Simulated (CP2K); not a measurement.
The system is In.

```
CELL_PARAMETERS angstrom
3.37691 0.00000 0.00000
0.24723 3.36784 0.00000
-1.81207 -1.68392 2.29876
ATOMIC_POSITIONS crystal
In 0.00000 0.00000 0.00000
```

Base run:

```yaml
Program: CP2K 2026.2
Functional: M06-L
Potentials_or_basis: POTENTIAL_UZH In GTH-PBE-q13; TZVP-MOLOPT-PBE-GTH basis
Density_cutoff: 9184 eV
k_mesh: 11 × 11 × 11
Occupations: fermi-dirac, width 0.05 eV
Spin: no spin polarisation
```

Its results: band gap on the k mesh none (metal or under the smearing width); pressure 1.1 GPa.

After a change of settings the same cell gave: band gap on the k mesh none (metal or under the smearing width); pressure -0.5 GPa. Which change was it?
A. functional from M06-L to LDA
B. functional from M06-L to PW91
C. functional from M06-L to OLYP
D. functional from M06-L to PBEsol

D.

Caveats: the potentials were made for another functional, which shifts forces and pressure; the basis of atomic orbitals isn't converged, which shifts pressures, moduli and gaps.

Runs at the PBE level aren't shown here.
